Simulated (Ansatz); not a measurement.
# TaN: the cost of one run

Computed with Ansatz 0.2.0 (DFT LDA without U, plane waves, PAW, no spin–orbit coupling unless a run says so, unless a step's input says otherwise).

## 1. The structure to begin with

Symmetry: P6_3mc, No. 186, hexagonal system. Conventional cell: a = 3.050 Å, b = 3.050 Å, c = 4.940 Å, α = 90.00°, β = 90.00°, γ = 120.00°. Ta (site symmetry 3m) is surrounded by 4 N at 1.85 to 1.90 Å. N (site symmetry 3m) has 4 Ta at 1.85 to 1.90 Å as nearest neighbours.

Coordinates:

```
CELL_PARAMETERS angstrom
3.05000 0.00000 0.00000
-3.05000 5.28276 0.00000
0.00000 0.00000 4.94000
ATOMIC_POSITIONS crystal
Ta 0.33333 0.33333 0.00000
Ta 0.66667 0.16667 0.50000
N 0.33333 0.33333 0.38500
N 0.66667 0.16667 0.88500
Ta 0.33333 0.83333 0.00000
Ta 0.66667 0.66667 0.50000
N 0.33333 0.83333 0.38500
N 0.66667 0.66667 0.88500
```

Magnetic order typed: antiferromagnetic, doubled cell 0 1/2 0.

## 2. From atoms, symmetry kept, no search

input.yaml reads:

```yaml
crystal:
  lattice:
    - [3.05000204, 0.0, 0.0]
    - [-3.05000204, 5.2827585, 0.0]
    - [0.0, 0.0, 4.94000153]
  atoms:
    - { symbol: Ta, position: [0.3333333333, 0.3333333334, 0.0], spin: 2.0 }
    - { symbol: Ta, position: [0.6666666667, 0.1666666666, 0.5], spin: 2.0 }
    - { symbol: "N", position: [0.3333333333, 0.3333333334, 0.385] }
    - { symbol: "N", position: [0.6666666667, 0.1666666666, 0.885] }
    - { symbol: Ta, position: [0.3333333333, 0.8333333333, 0.0], spin: -2.0 }
    - { symbol: Ta, position: [0.6666666667, 0.6666666666, 0.5], spin: -2.0 }
    - { symbol: "N", position: [0.3333333333, 0.8333333333, 0.385] }
    - { symbol: "N", position: [0.6666666667, 0.6666666666, 0.885] }
basis:
  ecutwfc: 420
  ecutrho_ratio: 4
kpoints:
  mp_grid: { grid: [7, 7, 4] }
hamiltonian:
  xc: lda
scf:
  occupations: { method: gaussian, width: 0.05 }
  lower_state_search: "off"
  max_iter: 150
output:
  forces: true
  stress: true
  eigenvalues: true
  populations: true
  hubbard:
    sites:
      - { site: 0, l: d }
      - { site: 1, l: d }
      - { site: 4, l: d }
      - { site: 5, l: d }
magnetization:
  spin_polarized: true
```

The run is started by

```sh
> ansatz run input.yaml --threads 4 --pin off --max-ram 6144MiB --backend cpu --events-out ev --progress --plain --runs-dir out
```

What time and memory should one allow on 4 threads of Arm Neoverse V2, shared host?

About 19 s, with a peak of 0.55 GiB.
